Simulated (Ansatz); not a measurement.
## Guessed and relaxed cells of ZnSe

A trial structure of ZnSe was built thus: random cell by space group and Wyckoff sites (Cmmm, No. 65). The dimensions are guesses.

start.cif

```cif
data_structure
_symmetry_space_group_name_H-M 'P 1'
_symmetry_Int_Tables_number 1
_cell_length_a 3.7786
_cell_length_b 3.7786
_cell_length_c 3.1209
_cell_angle_alpha 90.000
_cell_angle_beta 90.000
_cell_angle_gamma 102.639
_cell_volume 43.48
loop_
_atom_site_label
_atom_site_type_symbol
_atom_site_fract_x
_atom_site_fract_y
_atom_site_fract_z
_atom_site_occupancy
Zn1 Zn 0.00000 0.00000 0.00000 1
Se1 Se 0.50000 0.50000 0.00000 1
```

All numbers below come from DFT PBE, scalar-relativistic, plane waves, PAW in Ansatz. Cutoff 420 eV, Gaussian smearing, Γ-centred meshes. Cell and atoms relax first on a coarse mesh and then on a finer one. In between, the cell is made exact in the group found at 0.06 Å. In metals the finer mesh still leaves noise of several meV/atom or more. The steps can't lower the symmetry of their start. No spin polarisation.

end.cif

```cif
data_structure
_symmetry_space_group_name_H-M 'P 1'
_symmetry_Int_Tables_number 1
_cell_length_a 3.5734
_cell_length_b 3.5734
_cell_length_c 5.6283
_cell_angle_alpha 90.000
_cell_angle_beta 90.000
_cell_angle_gamma 90.000
_cell_volume 71.87
loop_
_atom_site_label
_atom_site_type_symbol
_atom_site_fract_x
_atom_site_fract_y
_atom_site_fract_z
_atom_site_occupancy
Zn1 Zn 0.00000 0.00000 0.00000 1
Se1 Se 0.50000 0.50000 0.00000 1
```

The symmetry goes from Cmmm (No. 65) to P4/mmm (No. 123). The volume per atom grows by 65.3 %, from 21.7 to 35.9 Å³. The shortest distance goes from 2.36 Å (Zn–Se) to 2.53 Å (Zn–Se). The energy falls by about 0.21 eV/atom (the start's value is from the coarse mesh).

| Quantity | Value |
| --- | --- |
| Volume per atom | 35.9 Å³ |
| Density | 3.3 g/cm³ |
| Energy over the elements | −0.18 eV/atom |
| Gap on the 16×16×10 mesh of the 2-atom cell | 0 eV (a metal) |

Energies over the elements count from the elements' standard structures at the same level, with no fitted energy shifts.

The last run used Gaussian smearing of 0.10 eV. No dispersion correction is applied, so the spacing and binding between layers, chains or molecules are poorly described. The reference form of Se is held partly by dispersion forces, which this level lacks. A structure relaxed within its symmetry needn't be a true minimum. In all, the 4 runs took 17 min on 1 thread of Arm Neoverse V1 (shared host). Another cell of ZnSe relaxed alike, in F-43m (a cell as deposited in COD), lies 0.54 eV/atom lower, so this cell isn't the stable form at this level.
